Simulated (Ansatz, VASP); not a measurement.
**Cross-check of BAs between VASP and Ansatz**

Aim: how closely do two programs agree when they are given the same cell, functional and k mesh? The cell is taken from a series of runs on this material, whose earlier steps may have relaxed, scaled, displaced or heated it; both programs get it as it stands.

Program: Ansatz 0.2.0. Level of theory: plane waves, with VASP 6.6.1 beside it; zone-centre phonons at LDA. Results are calculated unless marked as measured.

### Step 1. The starting structure

It takes space group I-4m2 (No. 119, tetragonal). Conventional cell: a = 3.327 Å, b = 3.327 Å, c = 4.874 Å, α = 90.00°, β = 90.00°, γ = 90.00°. Nearest to B lie 4 As at 2.06 Å. Nearest to As lie 4 B at 2.06 Å. Farther neighbours are not listed.

Coordinates:

```xyz
2
Lattice="0.0000 2.3526 2.4368 2.3526 0.0000 2.4368 2.3526 2.3526 0.0000" Properties=species:S:1:pos:R:3 pbc="T T T"
B     0.0000    0.0000    0.0000
As    3.5289    3.5289    3.6552
```

### Step 2. VASP: zone-centre phonons, LDA

Second derivatives magnify differences that forces hide, and they need a tight electronic threshold.

Lines of VASP's logs that name or quote its potential files are left out, and so is its time.

Input file INCAR:

```
SYSTEM = BAs
PREC = Accurate
ENCUT = 500
EDIFF = 1E-08
NELM = 120
ISMEAR = 0
SIGMA = 0.01
LREAL = .FALSE.
ALGO = Normal
GGA = CA
NBANDS = 10
LORBIT = 11
LWAVE = .FALSE.
LCHARG = .FALSE.
ISIF = 2
IBRION = 8
LEPSILON = .TRUE.
LASPH = .TRUE.
GGA_COMPAT = .FALSE.
EFERMI = MIDGAP
KPAR = 2
```

Input file POSCAR:

```
BAs
1.0
    0.0000000000      2.3526282578      2.4368058845
    2.3526282578      0.0000000000      2.4368058845
    2.3526282578      2.3526282578      0.0000000000
B As
1 1
Direct
    0.0000000000      0.0000000000      0.0000000000
    0.7500000000      0.7500000000      0.7500000000
```

Input file KPOINTS:

```
Automatic mesh
0
Gamma
12 12 12
0 0 0
```

PAW data sets: B and As (LDA family, release 64).

Command:

```console
$ mpirun -np 2 vasp_std
```

Numbers of over 12 decimals in the logs are rounded to 6 here.

The program printed:

```text
[banner, memory and clock lines left out]
running    2 mpi-ranks, on    1 nodes
 distrk:  each k-point on    1 cores,    2 groups
 distr:  one band on    1 cores,    1 groups

 POSCAR found type information on POSCAR B As
 POSCAR found :  2 types and       2 ions
 LDA part: xc-table for (Slater(with rela. corr.)+CA(PZ))
 , standard interpolation
 POSCAR, INCAR and KPOINTS ok, starting setup
 FFT: planning ... GRIDC
 FFT: planning ... GRID_SOFT
 FFT: planning ... GRID
 WAVECAR not read
 entering main loop
       N       E                     dE             d eps       ncg     rms          rms(c)
DAV:   1     0.109479066827E+02    0.10948E+02   -0.37335E+03  3268   0.682E+02
DAV:   2    -0.129615520061E+02   -0.23909E+02   -0.22749E+02  4470   0.107E+02
DAV:   3    -0.136502632895E+02   -0.68871E+00   -0.68739E+00  3912   0.178E+01
DAV:   4    -0.136523027599E+02   -0.20395E-02   -0.20394E-02  3908   0.107E+00
DAV:   5    -0.136523061098E+02   -0.33499E-05   -0.33499E-05  3822   0.435E-02    0.508E+00
DAV:   6    -0.130050164312E+02    0.64729E+00   -0.17844E+00  3482   0.580E+00    0.240E+00
DAV:   7    -0.129232527789E+02    0.81764E-01   -0.20115E-01  3964   0.241E+00    0.894E-01
DAV:   8    -0.129099550979E+02    0.13298E-01   -0.24664E-02  3572   0.871E-01    0.102E-01
DAV:   9    -0.129099781792E+02   -0.23081E-04   -0.72211E-04  3778   0.179E-01    0.571E-02
DAV:  10    -0.129099846179E+02   -0.64386E-05   -0.85388E-05  3524   0.556E-02    0.138E-02
DAV:  11    -0.129099859823E+02   -0.13644E-05   -0.15284E-06  3922   0.921E-03    0.125E-02
DAV:  12    -0.129099858247E+02    0.15758E-06   -0.80203E-07  3606   0.396E-03    0.280E-03
DAV:  13    -0.129099858270E+02   -0.23500E-08   -0.30342E-08  3770   0.127E-03
   1 F= -.12909986E+02 E0= -.12909986E+02  d E =0.000000E+00
 Linear response reoptimize wavefunctions to high precision
DAV:   1    -0.129099858263E+02    0.76898E-09   -0.55806E-09  3604   0.346E-04
DAV:   2    -0.129099858263E+02   -0.13983E-10   -0.13151E-10  2052   0.957E-05
 Linear response G [H, r] |phi>, progress :
  Direction:   1
       N       E                     dE             d eps       ncg     rms
RMM:   1    -0.441061176224E+02   -0.44106E+02   -0.30457E+01  8280   0.455E+01
RMM:   2    -0.347117647191E+02    0.93944E+01   -0.28269E+00  5369   0.110E+01
RMM:   3    -0.347164327142E+02   -0.46680E-02   -0.15864E-02  5652   0.914E-01
RMM:   4    -0.347172606643E+02   -0.82795E-03    0.71330E-04  5811   0.101E-01
RMM:   5    -0.347173492902E+02   -0.88626E-04    0.10272E-04  5790   0.120E-02
RMM:   6    -0.347173588778E+02   -0.95875E-05    0.11843E-05  5792   0.188E-03
RMM:   7    -0.347173598802E+02   -0.10025E-05    0.14967E-06  5278   0.521E-04
RMM:   8    -0.347173599587E+02   -0.78480E-07   -0.79042E-07  4731   0.356E-04
RMM:   9    -0.347173599279E+02    0.30788E-07   -0.50753E-06  4267   0.339E-04
RMM:  10    -0.347173599029E+02    0.25047E-07   -0.89814E-06  3826   0.339E-04
RMM:  11    -0.347173600703E+02   -0.16742E-06   -0.10338E-05  3399   0.339E-04
 Linear response G [H, r] |phi>, progress :
  Direction:   2
       N       E                     dE             d eps       ncg     rms
RMM:   1    -0.352291973005E+02   -0.35229E+02    0.20418E+01  8150   0.429E+01
RMM:   2    -0.299441190819E+02    0.52851E+01   -0.20406E+00  5341   0.957E+00
RMM:   3    -0.299509565271E+02   -0.68374E-02   -0.12950E-02  5690   0.797E-01
RMM:   4    -0.299516157611E+02   -0.65923E-03    0.50638E-04  5839   0.886E-02
RMM:   5    -0.299516823199E+02   -0.66559E-04    0.78248E-05  5824   0.109E-02
RMM:   6    -0.299516897846E+02   -0.74647E-05    0.88301E-06  5785   0.173E-03
RMM:   7    -0.299516905542E+02   -0.76960E-06    0.25713E-06  5218   0.500E-04
RMM:   8    -0.299516906666E+02   -0.11233E-06   -0.97322E-08  4777   0.347E-04
RMM:   9    -0.299516906670E+02   -0.45559E-09   -0.25570E-07  4434   0.331E-04
RMM:  10    -0.299516906670E+02    0.62244E-11    0.93503E-08  3960   0.331E-04
 Linear response G [H, r] |phi>, progress :
  Direction:   3
       N       E                     dE             d eps       ncg     rms
RMM:   1    -0.394222331583E+02   -0.39422E+02   -0.11250E+01  8108   0.436E+01
RMM:   2    -0.323254282042E+02    0.70968E+01   -0.23477E+00  5296   0.989E+00
RMM:   3    -0.323238835074E+02    0.15447E-02   -0.22261E-02  5598   0.829E-01
RMM:   4    -0.323238201854E+02    0.63322E-04   -0.20139E-04  5727   0.908E-02
RMM:   5    -0.323238238105E+02   -0.36251E-05   -0.24365E-06  5738   0.109E-02
RMM:   6    -0.323238241223E+02   -0.31181E-06   -0.99404E-07  5701   0.166E-03
RMM:   7    -0.323238241654E+02   -0.43063E-07   -0.14392E-06  5107   0.434E-04
RMM:   8    -0.323238240222E+02    0.14317E-06    0.55743E-07  4612   0.283E-04
RMM:   9    -0.323238232829E+02    0.73934E-06    0.84181E-06  4211   0.268E-04
RMM:  10    -0.323238204673E+02    0.28156E-05    0.38118E-05  3763   0.268E-04
RMM:  11    -0.323238171486E+02    0.33187E-05    0.69824E-05  3279   0.269E-04
[...]
RMM:   1    -0.544913840985E+00   -0.54491E+00   -0.23826E+00  7419   0.279E+00
RMM:   2    -0.558219460194E+00   -0.13306E-01   -0.56512E-03  5420   0.381E-01
RMM:   3    -0.558242662240E+00   -0.23202E-04   -0.32176E-05  5577   0.250E-02
RMM:   4    -0.558242878769E+00   -0.21653E-06   -0.23488E-07  5613   0.217E-03
[...]
RMM:   9    -0.678396935581E+00    0.30502E-05   -0.37644E-09 15291   0.101E-04    0.252E-05
RMM:  10    -0.678397134772E+00   -0.19919E-06   -0.52082E-10  9594   0.266E-05    0.328E-06
 change of polarisation eV/A/(eV/A) component  2 :     0.250     1.274     0.020
 dielectric tensor                  component  2 :     1.676     9.548     0.137
 Linear response to external field, progress :
  Direction:   3
       N       E                     dE             d eps       ncg     rms          rms(c)
RMM:   1    -0.701530255300E+00   -0.70153E+00   -0.32594E+00 12644   0.305E+00
RMM:   2    -0.718293436495E+00   -0.16763E-01   -0.77342E-03  9215   0.418E-01    0.130E+00
RMM:   3    -0.701469785231E+00    0.16824E-01   -0.67639E-03  9419   0.473E-01    0.744E-01
RMM:   4    -0.724270112022E+00   -0.22800E-01   -0.89372E-03  9224   0.561E-01    0.719E-02
RMM:   5    -0.727509303548E+00   -0.32392E-02   -0.14098E-04  9549   0.749E-02    0.859E-03
RMM:   6    -0.727630094558E+00   -0.12079E-03   -0.86981E-07  9666   0.681E-03    0.461E-03
RMM:   7    -0.727685736306E+00   -0.55642E-04   -0.16204E-07  9729   0.297E-03    0.307E-04
RMM:   8    -0.727694903803E+00   -0.91675E-05   -0.80528E-10  9168   0.200E-04    0.109E-04
RMM:   9    -0.727691783994E+00    0.31198E-05    0.94924E-10  8742   0.963E-05    0.188E-05
RMM:  10    -0.727691885043E+00   -0.10105E-06    0.32904E-12  5360   0.230E-05    0.456E-06
 change of polarisation eV/A/(eV/A) component  3 :     0.482     0.102     1.367
 dielectric tensor                  component  3 :     3.233     0.681    10.170
 Linear response DOF=           4
 Linear response progress:
  Degree of freedom:   1/  4
       N       E                     dE             d eps       ncg     rms          rms(c)
RMM:   1    -0.436668152042E-01   -0.43667E-01   -0.10986E-03 22840   0.109E+00
RMM:   2    -0.406117314357E-01    0.30551E-02   -0.11104E-03 14927   0.216E-01    0.989E-02
RMM:   3    -0.406562379598E-01   -0.44507E-04   -0.13315E-04 15859   0.659E-02    0.519E-02
RMM:   4    -0.409292175123E-01   -0.27298E-03   -0.11797E-04 15483   0.607E-02    0.753E-03
RMM:   5    -0.409081815107E-01    0.21036E-04   -0.70767E-07 16481   0.690E-03    0.715E-04
RMM:   6    -0.409058178759E-01    0.23636E-05   -0.79358E-09 16342   0.564E-04    0.267E-04
RMM:   7    -0.409050395491E-01    0.77833E-06   -0.32828E-09 16683   0.267E-04    0.485E-05
RMM:   8    -0.409051311357E-01   -0.91587E-07   -0.87743E-10 16886   0.471E-05    0.125E-05
RMM:   9    -0.409050873323E-01    0.43803E-07   -0.79654E-10 17408   0.247E-05    0.178E-06
RMM:  10    -0.409050880954E-01   -0.76313E-09   -0.15994E-09 15669   0.159E-05    0.320E-07
 first order change of Fermi-energy   0.17211E-04
 force on displaced ion       1 direction 1 : -16.610   0.000   0.000
 Born effective charge ion    1 direction 1 :  -0.543   0.000   0.000
 Linear response progress:
  Degree of freedom:   2/  4
       N       E                     dE             d eps       ncg     rms          rms(c)
RMM:   1    -0.434401869078E-01   -0.43440E-01    0.38840E-03 13193   0.109E+00
RMM:   2    -0.406976983595E-01    0.27425E-02   -0.11107E-03  8802   0.217E-01    0.102E-01
RMM:   3    -0.407385920640E-01   -0.40894E-04   -0.14419E-04  9181   0.690E-02    0.534E-02
RMM:   4    -0.410234531693E-01   -0.28486E-03   -0.13152E-04  9006   0.640E-02    0.738E-03
RMM:   5    -0.409997327187E-01    0.23720E-04   -0.70577E-07  9540   0.691E-03    0.678E-04
RMM:   6    -0.409977957977E-01    0.19369E-05   -0.53837E-09  9515   0.520E-04    0.278E-04
RMM:   7    -0.409972648927E-01    0.53091E-06   -0.16413E-09  9695   0.207E-04    0.422E-05
RMM:   8    -0.409973730452E-01   -0.10815E-06   -0.99362E-10  9761   0.431E-05    0.119E-05
RMM:   9    -0.409973414708E-01    0.31574E-07   -0.10620E-09 10142   0.264E-05    0.173E-06
RMM:  10    -0.409973430225E-01   -0.15517E-08   -0.64106E-10  9061   0.168E-05    0.705E-07
 first order change of Fermi-energy  -0.35723E+01
 force on displaced ion       1 direction 3 :   0.000   0.000 -16.518
 Born effective charge ion    1 direction 3 :   0.000   0.000  -0.489
 Linear response progress:
  Degree of freedom:   3/  4
       N       E                     dE             d eps       ncg     rms          rms(c)
RMM:   1    -0.401813336556E-01   -0.40181E-01    0.28019E-02 23317   0.115E+00
RMM:   2    -0.377803062227E-01    0.24010E-02   -0.92166E-04 15224   0.216E-01    0.954E-02
RMM:   3    -0.376572437158E-01    0.12306E-03   -0.16653E-05 16306   0.269E-02    0.559E-02
RMM:   4    -0.376711325871E-01   -0.13889E-04   -0.20398E-05 16068   0.300E-02    0.312E-03
RMM:   5    -0.376679257511E-01    0.32068E-05   -0.12803E-07 16730   0.269E-03    0.802E-04
RMM:   6    -0.376652841482E-01    0.26416E-05   -0.16267E-09 16678   0.493E-04    0.144E-04
RMM:   7    -0.376644137906E-01    0.87036E-06    0.10929E-09 17106   0.111E-04    0.409E-05
RMM:   8    -0.376642983784E-01    0.11541E-06    0.12421E-09 16458   0.429E-05    0.135E-05
RMM:   9    -0.376643495181E-01   -0.51140E-07    0.16059E-09 17628   0.260E-05    0.695E-07
RMM:  10    -0.376643511453E-01   -0.16272E-08    0.48080E-10 12827   0.211E-05    0.274E-07
 first order change of Fermi-energy  -0.81584E-05
 force on displaced ion       2 direction 1 : -16.609  -0.000  -0.000
 Born effective charge ion    2 direction 1 :   0.537   0.000   0.000
 Linear response progress:
  Degree of freedom:   4/  4
       N       E                     dE             d eps       ncg     rms          rms(c)
RMM:   1    -0.401906231643E-01   -0.40191E-01    0.33231E-02 13318   0.115E+00
RMM:   2    -0.380558221715E-01    0.21348E-02   -0.91664E-04  8881   0.216E-01    0.998E-02
RMM:   3    -0.379463352411E-01    0.10949E-03   -0.11532E-05  9480   0.273E-02    0.582E-02
RMM:   4    -0.379860180746E-01   -0.39683E-04   -0.18380E-05  9331   0.302E-02    0.324E-03
RMM:   5    -0.379790135558E-01    0.70045E-05    0.55495E-08  9782   0.266E-03    0.862E-04
RMM:   6    -0.379753033194E-01    0.37102E-05    0.21530E-08  9711   0.449E-04    0.132E-04
RMM:   7    -0.379746894371E-01    0.61388E-06    0.26802E-09  9973   0.117E-04    0.396E-05
RMM:   8    -0.379746933580E-01   -0.39209E-08   -0.12809E-09 10147   0.292E-05    0.163E-05
 first order change of Fermi-energy   0.35728E+01
 force on displaced ion       2 direction 3 :   0.000   0.000 -16.520
 Born effective charge ion    2 direction 3 :   0.000   0.000   0.484
 Born effective charges drift removed
 Linear response finished
```

OUTCAR, selected parts (step 2):

```text
ion  position               nearest neighbor table
   1  0.000  0.000  0.000-   2 2.06   2 2.06   2 2.06   2 2.06
   2  0.750  0.750  0.750-   1 2.06   1 2.06   1 2.06   1 2.06

  LATTYP: Found a body centered tetragonal cell.
 ALAT       =     3.3271187894
 C/A-ratio  =     1.4648144769

 Subroutine GETGRP returns: Found  8 space group operations
 (whereof  8 operations were pure point group operations)

The static configuration has the point symmetry D_2d.

 Found    163 irreducible k-points:

   k-points           NKPTS =    163   k-points in BZ     NKDIM =    163   number of bands    NBANDS=     10

   dimension x,y,z NGX =    28 NGY =   28 NGZ =   24
   dimension x,y,z NGXF=    56 NGYF=   56 NGZF=   48

   ENCUT  =  500.0 eV  36.75 Ry    6.06 a.u.   6.18  6.18  6.07*2*pi/ulx,y,z

   NELECT =       8.0000    total number of electrons

 k-points in reciprocal lattice and weights: Automatic mesh
   0.00000000  0.00000000  0.00000000       0.001
   0.08333333  0.00000000  0.00000000       0.005
   0.16666667  0.00000000  0.00000000       0.005
   0.25000000  0.00000000  0.00000000       0.005
   0.33333333  0.00000000  0.00000000       0.005
   0.41666667  0.00000000  0.00000000       0.005
   0.50000000  0.00000000  0.00000000       0.002
   0.08333333  0.08333333  0.00000000       0.001
   0.16666667  0.08333333  0.00000000       0.005
[...]
-0.33333333  0.16666667  0.50000000       0.002
  -0.25000000  0.25000000  0.50000000       0.001

 average (electrostatic) potential at core
       1 -31.8234       2 -51.8885

  Total        0.1520854      0.1520854     -1.1528912      0.0000000      0.0000000      0.0000000
  in kB        9.0331761      9.0331761    -68.4764718      0.0000000      0.0000000      0.0000000
  external PRESSURE =     -16.8033732 kB  Pullay stress =       0.0000000 kB

  energy-cutoff  :      500.00
  volume of cell :       26.97
      direct lattice vectors                 reciprocal lattice vectors
     0.000000000  2.352628258  2.436805885    -0.212528264  0.212528264  0.205186635
     2.352628258  0.000000000  2.436805885     0.212528264 -0.212528264  0.205186635
     2.352628258  2.352628258  0.000000000     0.212528264  0.212528264 -0.205186635

 POSITION                                       TOTAL-FORCE (eV/Angst)
 -----------------------------------------------------------------------------------
      0.00000      0.00000      0.00000        -0.000000     -0.000000     -0.000000
      3.52894      3.52894      3.65521         0.000000      0.000000      0.000000
 -----------------------------------------------------------------------------------
    total drift:                                0.000000      0.000000     -0.000000

 MACROSCOPIC STATIC DIELECTRIC TENSOR (including local field effects in DFT)
 ------------------------------------------------------
           9.548470     0.000000     0.000000
          -0.000000     9.548470     0.000000
           0.000000     0.000000    10.170015
 ------------------------------------------------------

 PIEZOELECTRIC TENSOR (including local field effects)  for field in x, y, z        (C/m^2)
          XX          YY          ZZ          XY          YZ          ZX
  --------------------------------------------------------------------------------
  x     0.00000     0.00000     0.00000     0.00000    -0.11220     0.00000
  y     0.00000     0.00000     0.00000     0.00000     0.00000    -0.11220
  z     0.00000     0.00000     0.00000    -0.06804     0.00000     0.00000

 BORN EFFECTIVE CHARGES (including local field effects) (in |e|, cummulative output)
 ---------------------------------------------------------------------------------
 ion    1
    1    -0.53909     0.00000     0.00000
    2    -0.00000    -0.53909     0.00000
    3     0.00000     0.00000    -0.48664
 ion    2
    1     0.53909     0.00000     0.00000
    2     0.00000     0.53909    -0.00000
    3     0.00000     0.00000     0.48664

 Eigenvectors and eigenvalues of the dynamical matrix
 ----------------------------------------------------

   1 f  =   20.728823 THz   130.243037 2PiTHz  691.439112 cm-1    85.727485 meV
             X         Y         Z           dx          dy          dz
      0.000000  0.000000  0.000000    -0.934829    0.000000    0.000000
      3.528942  3.528942  3.655209     0.355098    0.000000    0.000000

   2 f  =   20.728823 THz   130.243037 2PiTHz  691.439112 cm-1    85.727485 meV
             X         Y         Z           dx          dy          dz
      0.000000  0.000000  0.000000     0.000000   -0.934829   -0.000000
      3.528942  3.528942  3.655209     0.000000    0.355098    0.000000

   3 f  =   20.671555 THz   129.883213 2PiTHz  689.528868 cm-1    85.490645 meV
             X         Y         Z           dx          dy          dz
      0.000000  0.000000  0.000000     0.000000    0.000000   -0.934821
      3.528942  3.528942  3.655209     0.000000    0.000000    0.355120

   4 f/i=    0.000192 THz     0.001207 2PiTHz    0.006407 cm-1     0.000794 meV
             X         Y         Z           dx          dy          dz
      0.000000  0.000000  0.000000     0.000000   -0.355098    0.000000
      3.528942  3.528942  3.655209     0.000000   -0.934829    0.000000

   5 f/i=    0.000192 THz     0.001207 2PiTHz    0.006407 cm-1     0.000794 meV
             X         Y         Z           dx          dy          dz
      0.000000  0.000000  0.000000    -0.355098    0.000000    0.000000
      3.528942  3.528942  3.655209    -0.934829    0.000000    0.000000

   6 f/i=    0.000293 THz     0.001843 2PiTHz    0.009786 cm-1     0.001213 meV
             X         Y         Z           dx          dy          dz
      0.000000  0.000000  0.000000     0.000000    0.000000    0.355120
      3.528942  3.528942  3.655209     0.000000    0.000000    0.934821

 MACROSCOPIC STATIC DIELECTRIC TENSOR IONIC CONTRIBUTION
 ------------------------------------------------------
           0.117372     0.000000     0.000000
           0.000000     0.117372    -0.000000
           0.000000    -0.000000     0.096169
 ------------------------------------------------------

 ELASTIC MODULI CONTR FROM IONIC RELAXATION (kBar)
 Direction    XX          YY          ZZ          XY          YZ          ZX
 --------------------------------------------------------------------------------
 XX           0.0000      0.0000      0.0000      0.0000      0.0000      0.0000
 YY           0.0000      0.0000      0.0000      0.0000      0.0000      0.0000
 ZZ           0.0000      0.0000      0.0000      0.0000      0.0000      0.0000
 XY           0.0000      0.0000      0.0000   -164.5791      0.0000      0.0000
 YZ           0.0000      0.0000      0.0000      0.0000   -180.2838     -0.0000
 ZX           0.0000      0.0000      0.0000      0.0000     -0.0000   -174.8054
 --------------------------------------------------------------------------------

 PIEZOELECTRIC TENSOR IONIC CONTR  for field in x, y, z        (C/m^2)
          XX          YY          ZZ          XY          YZ          ZX
  --------------------------------------------------------------------------------
  x     0.00000     0.00000     0.00000     0.00000     0.13688     0.00000
  y     0.00000     0.00000     0.00000    -0.00000     0.00000     0.13478
  z     0.00000     0.00000     0.00000     0.11838     0.00000     0.00000
```

(Continued in part 2 of 2.)

[Lines on the potential files, build, host, timing and source positions are cut from VASP's logs without a mark.]

[Logs are printed without paths, hosts, clocks, repeated set-up lines and the standing remarks that a program may print on its own settings, such as how far it seeks lower states.]

[Hosts, paths, dates, database ids (printed as entryN), source tags and the programs' standing remarks are cut or masked in the printed files.]
